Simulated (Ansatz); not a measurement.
CsPbCl3 under changes of volume

One of the cells (35.217 Å³/atom); the others are scaled copies at fixed shape and fractional positions:

```
Pb Cs Cl
1.0
     5.60500    0.00000    0.00000
     0.00000    5.60500    0.00000
     0.00000    0.00000    5.60500
Pb Cs Cl
1 1 3
Direct
  0.50000 0.50000 0.50000
  0.00000 0.00000 0.00000
  0.50000 0.00000 0.50000
  0.00000 0.50000 0.50000
  0.50000 0.50000 0.00000
```

| Item | Value |
| --- | --- |
| Program | Ansatz 0.2.0 |
| Functional | PBE |
| Potentials or basis | Ansatz PAW |
| Cutoff | 420 eV (not typed: the program's choice for these potentials) |
| k mesh | 5 × 5 × 5 |
| Occupations | fermi-dirac, width 0.05 eV |
| Spin | no spin polarisation |

| volume (Å³/atom) | energy over the lowest point (meV/atom) | pressure (GPa) | gap on the mesh (eV) |
| --- | --- | --- | --- |
| 33.104 | 48.17 | 3.8 | 2.80 |
| 33.809 | 33.11 | 3.0 | 2.85 |
| 34.513 | 21.27 | 2.4 | 2.91 |
| 35.217 | 12.32 | 1.7 | 2.95 |
| 35.922 | ? | ? | ? |
| 36.626 | 1.93 | 0.7 | 3.04 |
| 37.330 | 0.00 | 0.2 | 3.07 |

Question: What does the run at 35.922 Å³/atom give?

Answer: Energy over the lowest point 5.95 meV/atom; pressure 1.2 GPa; gap on the mesh 3.00 eV.

Worked out: A Birch-Murnaghan fit of order 3 (a polynomial in V^(-2/3)) to the other rows has its minimum at 37.69 Å³/atom, just outside them, with B0 = V·E''(V) = 22 GPa and B' = 4.6. It gives 5.95 meV/atom at 35.922 Å³/atom, against the run's 5.95, and -dE/dV = 1.2 GPa, against 1.2. A parabola through the other rows of the gap, of slope 2.11 eV per unit of ln V (its deformation potential) there, gives 3.00 eV, against the run's 3.00.

Energies are extrapolated to zero smearing.

Caveats: odd divisions of the mesh miss points on the zone boundary, where band edges often lie, so the gap on the mesh can be too wide; spin-orbit coupling is left out, which as a rule narrows the gap of such compounds by several tenths of an eV.

A mesh can miss the band edges.
